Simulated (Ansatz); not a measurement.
# C: the cost of one run

Computed with Ansatz 0.2 early development (run time, active space, PBE, PAW, unless a step's input says otherwise).

## 1. Starting point

Symmetry: Cm, No. 8, monoclinic system. The conventional cell has a = 5.044 Å, b = 5.044 Å, c = 3.567 Å, α = 90.00°, β = 90.00°, γ = 90.00°. C (site symmetry m) is surrounded by 4 C at 1.52 to 1.56 Å. Around C (site symmetry m) lie 4 C at 1.52 to 1.54 Å. C (site symmetry m) is surrounded by 4 C at 1.54 Å. C (site symmetry m) is surrounded by 4 C at 1.54 to 1.55 Å. C (site symmetry 1) is surrounded by 4 C at 1.54 Å. C (site symmetry 1) has 4 C at 1.54 to 1.56 Å as nearest neighbours.

The space group Cm holds at a tolerance of 0.01 Å; at 0.001 Å the coordinates give P1. Cell or atoms stand a little off a more symmetric structure (Fd-3m at a tolerance of 0.3 Å), so results at this geometry aren't those of that ideal crystal.

As a file:

```
C
1.0
     3.56700    0.00000    0.00000
     0.00000    3.56700    0.00000
     0.00000    0.00000    3.56700
C
8
Direct
  0.00673 0.00404 0.00303
  0.25000 0.25000 0.25000
  0.00000 0.50000 0.50000
  0.25000 0.75000 0.75000
  0.50000 0.00000 0.50000
  0.75000 0.25000 0.75000
  0.50000 0.50000 0.00000
  0.75000 0.75000 0.25000
```

## 2. Running it

The input, input.yaml:

```yaml
crystal:
  lattice:
    - [3.5670, 0.0000, 0.0000]
    - [0.0000, 3.5670, 0.0000]
    - [0.0000, 0.0000, 3.5670]
  atoms:
    - { symbol: C, position: [0.00672834, 0.00403701, 0.00302775] }
    - { symbol: C, position: [0.25000000, 0.25000000, 0.25000000] }
    - { symbol: C, position: [0.00000000, 0.50000000, 0.50000000] }
    - { symbol: C, position: [0.25000000, 0.75000000, 0.75000000] }
    - { symbol: C, position: [0.50000000, 0.00000000, 0.50000000] }
    - { symbol: C, position: [0.75000000, 0.25000000, 0.75000000] }
    - { symbol: C, position: [0.50000000, 0.50000000, 0.00000000] }
    - { symbol: C, position: [0.75000000, 0.75000000, 0.25000000] }
  symmetry: { detect: false }
kpoints: { mp_grid: { grid: [1, 1, 1], shift: [0.5, 0.5, 0.5] } }
hamiltonian: { xc: pbe, pseudopotentials: { kind: paw, source: ansatz } }
scf: { max_iter: 300, convergence: { dr2_threshold: 1.0e-9 eV }, occupations: { method: fixed } }
output: { active_space: { virtuals_per_pair: 4, afqmc: { sampling_time: 1.2, walkers: 256, seed: 3, other_structures: [../a-c8v4sp.export.1/out.active_space, ../a-c8v4sm.export.1/out.active_space] } } }
```

The run is started by

```bash
$ ansatz run input --backend cuda --devices 1 --threads 11 --events-out ev
```

**Question.** How long does this run take on 1 × NVIDIA GB300 Max-Q with 11 threads of Arm Neoverse V2 (Grace), shared host, and how much memory does it need?

About 63 s, with a peak of 2.1 GiB on the host and 18 GiB on a GPU.
